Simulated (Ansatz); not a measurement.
# Convergence of Sn with the half-step-shifted k-point mesh

The calculation used Ansatz, DFT PBEsol, scalar-relativistic, plane waves, PAW.

```yaml
crystal:
  lattice:
    - [-1.59075, 1.59075, 2.91565]
    - [1.59075, -1.59075, 2.91565]
    - [1.59075, 1.59075, -2.91565]
  atoms:
    - { symbol: Sn, position: [0.00000, 0.00000, 0.00000] }
```

| Property | Result |
| --- | --- |
| plane-wave cutoff | 420 eV |
| occupation rule | Gaussian smearing, 0.1 eV |
| spin treatment | unpolarised |

The atoms stay fixed while the half-step-shifted k-point mesh is varied. ΔE is the energy extrapolated to zero smearing, less that of the reference run (18×18×18 Γ-centred mesh, Gaussian smearing 0.1 eV). The cell isn't necessarily relaxed at this level. Pressure is positive in compression.

```tsv
shifted mesh	ΔE (meV/atom)	P (GPa)	irreducible points
10×10×10	-6.65	-4.00	99
12×12×12	-1.11	-4.15	159
14×14×14	2.31	-4.07	240
```

This form isn't the element's structure at ambient conditions.

Cost: 3 runs of about 0.16 core-minutes in all, on Intel Xeon Platinum 8259CL (Skylake/Cascade Lake) (shared hosts).